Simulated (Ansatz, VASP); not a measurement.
**HgTe (Coloradoite) in two plane-wave programs**

Aim: how closely do two programs agree when they are given the same cell, functional and k mesh? The cell is taken from a series of VASP runs on this material, whose earlier steps may have relaxed, scaled or displaced it; both programs get it as it stands.

Calculated with Ansatz 0.2.0; plane waves, with VASP 6.6.1 beside it; single point at PBEsol.

## 1. Starting point

It takes space group F-43m (No. 216, cubic). Conventional cell: a = 6.517 Å, b = 6.517 Å, c = 6.517 Å, α = 90.00°, β = 90.00°, γ = 90.00°. Nearest to Hg lie 4 Te at 2.82 Å. Nearest to Te lie 4 Hg at 2.82 Å. Farther neighbours and most contacts between anions are not listed.

## 2. VASP: single point, PBEsol

A single point gives forces, pressure and levels at one fixed geometry, so differences don't come from the geometry; what else differs is listed under the comparison.

Lines of VASP's logs that name or quote its potential files are left out, and so is its time.

File INCAR:

```
SYSTEM = HgTe
PREC = Accurate
ENCUT = 400
EDIFF = 1E-06
NELM = 100
ISMEAR = 0
SIGMA = 0.05
LREAL = .FALSE.
ALGO = Normal
GGA = PS
NBANDS = 15
LORBIT = 11
LWAVE = .FALSE.
LCHARG = .TRUE.
ISIF = 2
LELF = .TRUE.
LVHAR = .TRUE.
```

File POSCAR:

```
HgTe
1.0
    0.0000000000      3.2584946965      3.2584946965
    3.2584946965      0.0000000000      3.2584946965
    3.2584946965      3.2584946965      0.0000000000
Hg Te
1 1
Direct
    0.0000000000      0.0000000000      0.0000000000
    0.2500000000      0.2500000000      0.2500000000
```

File KPOINTS:

```
Automatic mesh
0
Gamma
6 6 6
0 0 0
```

PAW data sets: Hg and Te (PBE family, release 64).

Run with:

```bash
> mpirun -np 2 vasp_std
```

Numbers of over 12 decimals in the logs are rounded to 6 here.

The log of the run:

```text
[banner, memory and clock lines left out]
running    2 mpi-ranks, on    1 nodes
 distrk:  each k-point on    2 cores,    1 groups
 distr:  one band on    1 cores,    2 groups

 POSCAR found type information on POSCAR HgTe
 POSCAR found :  2 types and       2 ions
|                                                                             |
|               ----> ADVICE to this user running VASP <----                  |
|                                                                             |
|     You enforced a specific xc type in the INCAR file but a different       |
|     [... a line on the potential file left out ...]
|     I HOPE YOU KNOW WHAT YOU ARE DOING!                                     |
|                                                                             |

 LDA part: xc-table for (Slater+PW92), standard interpolation
|                                                                             |
|           W    W    AA    RRRRR   N    N  II  N    N   GGGG   !!!           |
|           W    W   A  A   R    R  NN   N  II  NN   N  G    G  !!!           |
|           W    W  A    A  R    R  N N  N  II  N N  N  G       !!!           |
|           W WW W  AAAAAA  RRRRR   N  N N  II  N  N N  G  GGG   !            |
|           WW  WW  A    A  R   R   N   NN  II  N   NN  G    G                |
|           W    W  A    A  R    R  N    N  II  N    N   GGGG   !!!           |
|                                                                             |
|     The number of bands has been changed from the values supplied in        |
|     The orbitals not found in the WAVECAR file will be initialized with     |
|     random numbers, which is usually adequate. For correlated               |
|     calculations, however, you should redo the groundstate calculation.     |
|     I found NBANDS = 15. Now, NBANDS = 16.                                  |
|                                                                             |

 POSCAR, INCAR and KPOINTS ok, starting setup
 FFT: planning ... GRIDC
 FFT: planning ... GRID_SOFT
 FFT: planning ... GRID
 WAVECAR not read
 entering main loop
       N       E                     dE             d eps       ncg     rms          rms(c)
DAV:   1     0.900855799119E+02    0.90086E+02   -0.68831E+03   512   0.785E+02
DAV:   2    -0.149254856915E+01   -0.91578E+02   -0.86330E+02   592   0.208E+02
DAV:   3    -0.456666313528E+01   -0.30741E+01   -0.30688E+01   624   0.397E+01
DAV:   4    -0.459787978719E+01   -0.31217E-01   -0.31215E-01   816   0.351E+00
DAV:   5    -0.459795168164E+01   -0.71894E-04   -0.71895E-04   664   0.153E-01    0.726E+00
DAV:   6    -0.437613237553E+01    0.22182E+00   -0.43657E-01   584   0.890E+00    0.584E+00
DAV:   7    -0.436591038985E+01    0.10222E-01   -0.97567E-02   592   0.211E+00    0.222E+00
DAV:   8    -0.436400588748E+01    0.19045E-02   -0.99414E-03   568   0.113E+00    0.547E-01
DAV:   9    -0.436377172983E+01    0.23416E-03   -0.70738E-04   632   0.303E-01    0.108E-01
DAV:  10    -0.436378097374E+01   -0.92439E-05   -0.79909E-05   640   0.813E-02    0.482E-02
DAV:  11    -0.436378804577E+01   -0.70720E-05   -0.18415E-05   600   0.317E-02    0.244E-02
DAV:  12    -0.436378708979E+01    0.95597E-06   -0.28464E-06   600   0.128E-02
   1 F= -.43637871E+01 E0= -.43636085E+01  d E =-.357089E-03
```

OUTCAR, selected parts (step 2):

```text
ion  position               nearest neighbor table
   1  0.000  0.000  0.000-   2 2.82   2 2.82   2 2.82   2 2.82
   2  0.250  0.250  0.250-   1 2.82   1 2.82   1 2.82   1 2.82

  LATTYP: Found a face centered cubic cell.
 ALAT       =     6.5169893930

 Subroutine GETGRP returns: Found 24 space group operations
 (whereof 24 operations were pure point group operations)

The static configuration has the point symmetry T_d .

 Found     16 irreducible k-points:

   k-points           NKPTS =     16   k-points in BZ     NKDIM =     16   number of bands    NBANDS=     16

   dimension x,y,z NGX =    30 NGY =   30 NGZ =   30
   dimension x,y,z NGXF=    60 NGYF=   60 NGZF=   60

   ENCUT  =  400.0 eV  29.40 Ry    5.42 a.u.   7.51  7.51  7.51*2*pi/ulx,y,z

   NELECT =      18.0000    total number of electrons

 k-points in reciprocal lattice and weights: Automatic mesh
   0.00000000  0.00000000  0.00000000       0.005
   0.16666667  0.00000000  0.00000000       0.037
   0.33333333  0.00000000  0.00000000       0.037
   0.50000000  0.00000000  0.00000000       0.019
   0.16666667  0.16666667  0.00000000       0.028
   0.33333333  0.16666667  0.00000000       0.111
   0.50000000  0.16666667  0.00000000       0.111
  -0.33333333  0.16666667  0.00000000       0.111
  -0.16666667  0.16666667  0.00000000       0.056
[...]
-0.33333333  0.33333333  0.16666667       0.111
  -0.33333333  0.50000000  0.16666667       0.056

 average (electrostatic) potential at core
       1 -40.4278       2 -91.4188

 E-fermi :   2.7176

 k-point     1 :       0.0000    0.0000    0.0000
  band No.  band energies     occupation
    ...
      6      -4.0016      2.00000
      7       1.8367      2.00000
      8       2.7024      1.33333
      9       2.7024      1.33333
     10       2.7024      1.33333
     11       6.9220      0.00000
     12       6.9220      0.00000
     13       6.9220      0.00000
     14       9.0187      0.00000
     15      12.2013      0.00000
    ...

 k-point     2 :       0.1667    0.0000    0.0000
  band No.  band energies     occupation
    ...
      5      -4.0042      2.00000
      6      -4.0042      2.00000
      7       0.3241      2.00000
      8       2.4244      2.00000
      9       2.4244      2.00000
     10       3.4348      0.00000
     11       6.9214      0.00000
     12       7.2854      0.00000
     13       7.2854      0.00000
     14      10.3271      0.00000
    ...

 k-point     3 :       0.3333    0.0000    0.0000
  band No.  band energies     occupation
    ...
      5      -3.9955      2.00000
      6      -3.9955      2.00000
      7      -1.5644      2.00000
      8       1.9591      2.00000
      9       1.9591      2.00000
     10       3.4346      0.00000
     11       7.6720      0.00000
     12       7.6720      0.00000
     13       8.4032      0.00000
     14      10.1549      0.00000
    ...

  Total        0.0130780      0.0130780      0.0130780      0.0000000      0.0000000     -0.0000000
  in kB        0.3028102      0.3028102      0.3028102      0.0000000      0.0000000     -0.0000000
  external PRESSURE =       0.3028102 kB  Pullay stress =       0.0000000 kB

  energy-cutoff  :      400.00
  volume of cell :       69.20
      direct lattice vectors                 reciprocal lattice vectors
     0.000000000  3.258494697  3.258494697    -0.153445086  0.153445086  0.153445086
     3.258494697  0.000000000  3.258494697     0.153445086 -0.153445086  0.153445086
     3.258494697  3.258494697  0.000000000     0.153445086  0.153445086 -0.153445086

 POSITION                                       TOTAL-FORCE (eV/Angst)
 -----------------------------------------------------------------------------------
      0.00000      0.00000      0.00000         0.000000      0.000000      0.000000
      1.62925      1.62925      1.62925        -0.000000     -0.000000     -0.000000
 -----------------------------------------------------------------------------------
    total drift:                                0.000000      0.000000      0.000000

  FREE ENERGIE OF THE ION-ELECTRON SYSTEM (eV)
  ---------------------------------------------------
  free  energy   TOTEN  =        -4.3637870898 eV

  energy  without entropy=       -4.3634300011  energy(sigma->0) =       -4.36360855

 total charge
# of ion       s       p       d       tot
------------------------------------------
    1        0.747   0.404   9.350  10.501
    2        1.371   1.958   0.031   3.360
--------------------------------------------------
tot          2.118   2.362   9.381  13.860

[... 3 further parts left out ...]
```

The run ends at a pressure of 0.03 GPa.

## 3. Ansatz: single point, PBEsol

Ansatz runs on its default PAW (the set named soft_2) files.

The same cell, functional, mesh and smearing now go to Ansatz, which takes its cutoff from its data sets.

File input.yaml:

```yaml
crystal:
  lattice:
    - [0.0, 3.2584946965, 3.2584946965]
    - [3.2584946965, 0.0, 3.2584946965]
    - [3.2584946965, 3.2584946965, 0.0]
  atoms:
    - { symbol: Hg, position: [0.0, 0.0, 0.0] }
    - { symbol: Te, position: [0.25, 0.25, 0.25] }
hamiltonian:
  xc: pbesol
  pseudopotentials: { kind: paw }
kpoints:
  mp_grid: { grid: [6, 6, 6] }
scf:
  occupations: { method: gaussian, width: 0.05 }
  n_extra_bands: 4
output:
  forces: true
  stress: true
  eigenvalues: true
```

Run with:

```bash
> ansatz run input.yaml --threads 2 --pin off --max-ram 4608MiB --backend cpu --events-out ev --progress --plain --runs-dir out
```

The log of the run:

```text
scf.n_extra_bands = 4 over 18 filled bands (N_el = 36.0): the run solves 22 bands
Engine: ansatz 0.2.0, aarch64-unknown-linux-gnu
Pseudopotentials: kind: paw
Pseudopotential: Hg, paw, valence charge 20, recommended cutoff 420 eV (normal), Hg.paw.azcp
Pseudopotential: Te, paw, valence charge 16, recommended cutoff 420 eV (normal), Te.paw.azcp
Functional definition: PBEsol
  exchange = pbesol_x
  correlation = pbesol_c
Crystal: 2 atoms, lattice volume = 69.196 Å³
Basis set: ecut = 420 eV, 1363 PW (Γ), exchange–correlation on 64×64×64 points (8 copies of the dense FFT grid, shifted against one another)
Bands: 22, of which v1, the nominal top of the filled ones, is band 18 counted from 1 (17 counted from 0)
Symmetry: 24 space group operations
Space group: F-43m (ITA 216), of the structure as read, at distance tolerance 4.1e-5 Å
k-points: 16 of 216 (time reversal used)
Non-local potential: Hg, projectors of the file, l = 0: 3, l = 1: 2, l = 2: 2, l = 3: 1
Non-local potential: Te, projectors of the file, l = 0: 2, l = 1: 2, l = 2: 2, l = 3: 2
PAW form: soft (Blöchl's): semilocal exchange-correlation on the pseudo side does not see the compensation charge
PAW frozen core: Hg, regenerated for the run's functional, and the local potential with it (the file was generated under x = pbe(κ = 0.804, μ = 0.219515), c = pbe(β = 0.066725))
PAW frozen core: Te, regenerated for the run's functional, and the local potential with it (the file was generated under x = pbe(κ = 0.804, μ = 0.219515), c = pbe(β = 0.066725))
PAW one-centre angular grid: Hg, 590 points (default); XC on 64 Gauss nodes
PAW one-centre angular grid: Te, 590 points (default); XC on 64 Gauss nodes
Initial density: superposition of atomic densities (neutral atoms: chi_scale 0, normalization atom), corrected by the library's trained network
Initial wavefunctions: pseudopotential atomic-orbital guess
Functional: x = pbesol(κ = 0.804, μ = 0.123457), c = pbesol(β = 0.046)
SCF iter   1: F=—  HF=-20569.804272 eV  |F-HF|=—  |Δ(HF+E_count)|=         —  Δρ=2.53e-3  dr2=6.82e-3  ethr=1.77e-3  ⟨swp⟩=6.1  Hψ=1663  notcnv=0
preconditioner: auto → none  [insulator: Δε(μ)=0.617 eV  Ē_g=10.421 eV  σ=0.050 eV  W_gap=0.67  n_scr=14 (ndim 8)  ℏωp=18.9 eV  f_vac=0.187  D(μ)=0.29/eV (n_scr^D=0)  ε∞_Penn≈4.3]
SCF iter   2: F=—  HF=-20569.802392 eV  |F-HF|=—  |Δ(HF+E_count)|=   1.88e-3  Δρ=7.66e-4  dr2=2.52e-4  ethr=1.89e-5  ⟨swp⟩=2.7  Hψ=798  notcnv=0
SCF iter   3: F=—  HF=-20569.802616 eV  |F-HF|=—  |Δ(HF+E_count)|=   2.24e-4  Δρ=3.75e-4  dr2=5.86e-5  ethr=7.01e-7  ⟨swp⟩=2.0  Hψ=464  notcnv=0
SCF iter   4: F=—  HF=-20569.802704 eV  |F-HF|=—  |Δ(HF+E_count)|=   8.79e-5  Δρ=1.53e-4  dr2=1.96e-5  ethr=1.63e-7  ⟨swp⟩=2.0  Hψ=553  notcnv=0
SCF iter   5: F=—  HF=-20569.802704 eV  |F-HF|=—  |Δ(HF+E_count)|=   2.32e-7  Δρ=1.87e-5  dr2=1.42e-7  ethr=5.45e-8  ⟨swp⟩=2.0  Hψ=481  notcnv=0
SCF iter   6: F=-20569.802704 eV  HF=-20569.802704 eV  |F-HF|=1.88e-9  |Δ(HF+E_count)|=   3.83e-7  Δρ=3.35e-6  dr2=6.45e-9  ethr=2.78e-10  ⟨swp⟩=6.8  Hψ=1529  notcnv=0
SCF 1 converged in 6 iterations: F = -20569.802704 eV  dr2 = 6.45e-9
  greatest PAW one-centre occupation: 1.000 electrons in one spin orbital (limit 2), on the Hg atom at site 0 (counted from 0), in its partial waves of l = 0
SCF converged after 6 iterations
Free energy (F): -20569.802704 eV
Harris-Foulkes:  -20569.802704 eV  (|F-HF|=1.88e-9)
Internal energy: -20569.802347 eV  (E = F + TS)
E sigma→0 (E₀):  -20569.802526 eV
Entropy (-TS):   -0.000357 eV (-0.179 meV/atom)
Fermi energy:    8.215573 eV
--- Per-component energies (eV) ---
  E_band       = -786.636656
  E_kinetic    = 784.113962
  E_local      = -4861.767262  (includes V_loc(G=0)·N_el)
  E_nonlocal   = -231.576124
  E_hartree    = 2355.649572
  E_xc         = -341.811508
  E_vxc        = -365.217550  (∫ρ·V_xc dr)
  E_paw        = -14385.294899  (= ΣΔE_a)
  E_vpaw       = -823.495476  (= ΣTr[D̂ρ^β])
  E_aug_tail   = 0.000705  (compensation charges beyond the density's cutoff)
  E_ewald      = -3889.820261
  E_core_change = 0.703466  (= ΣΔE_core)
  E_smearing   = -0.000357  (= −TS)
  E_closure    = -0.000000  (closes the sum)
  Σ components = -20569.802704   (vs F -20569.802704, Δ=0.00e0)
--- Forces (eV/Å), atoms counted from 1 ---
  atom   1  Hg     0.00000000    -0.00000000     0.00000000
  atom   2  Te    -0.00000000     0.00000000     0.00000000
  max |Σ_I F_I| component: 1.04e-16 eV/Å
--- Stress (GPa, compression-positive) ---
       -0.077541       0.000000      -0.000000
       -0.000000      -0.077541       0.000000
       -0.000000       0.000000      -0.077541
  P = ⅓ Tr σ = -0.0775 GPa (-0.775 kbar)
--- Band table (eV; the first three rows and the last of 16) ---
  k-point 0: bands = [... 14 lower, 1.5019, 7.3414, 8.2003, 8.2003, 8.2003, 12.4405, 12.4405, 12.4405]
  k-point 1: bands = [... 14 lower, 1.4993, 5.8315, 7.9236, 7.9236, 8.9358, 12.4221, 12.8035, 12.8035]
  k-point 2: bands = [... 14 lower, 1.5080, 3.9456, 7.4593, 7.4593, 8.9407, 13.1934, 13.1934, 13.8874]
  k-point 15: bands = [... 14 lower, 2.0417, 2.8166, 5.7244, 5.7960, 10.8848, 11.8204, 14.5671, 14.7768]
```

The job ended after 1.5 s (2 threads of Arm Neoverse V2, shared host; peak memory 0.32 GiB; 2.6 s of CPU time).

The run ends at a pressure of -0.08 GPa.

## 4. Comparison

Known differences besides the potentials themselves: the data sets hold 36 valence electrons in Ansatz (default PAW (the set named soft_2) files) and 18 in VASP; the cutoff is 420 eV in Ansatz and 400 eV in VASP; Ansatz makes its cores anew for this functional, VASP keeps those of its PBE data sets; VASP leaves aspherical gradient terms in its spheres out (LASPH is not set), Ansatz keeps them. Total energies have different zeros and are not compared.

Both answers:

```
      quantity  Ansatz  VASP  difference
pressure (GPa)   -0.08  0.03       -0.11
```

Ansatz's pressure holds a Pulay correction of 0.03 GPa; VASP's holds none.

## 5. Results

```json
{
 "difference in pressure (single point, PBEsol)": "-0.11 GPa"
}
```

What this shows: The difference in pressure is -0.11 GPa (single point, PBEsol), within the 1 GPa picked in this series as the mark of a large difference. 1 further run of this series is not shown here. Such differences can come from data sets, numerical settings and the points named under the comparisons, not from the functional's error against experiment.

[Lines on the potential files, build, host, timing and source positions are cut from VASP's logs without a mark.]

[Logs are printed without paths, hosts, clocks, repeated set-up lines and the standing remarks that a program may print on its own settings, such as how far it seeks lower states.]

[Hosts, paths, dates, database ids (printed as entryN), source tags and the programs' standing remarks are cut or masked in the printed files.]
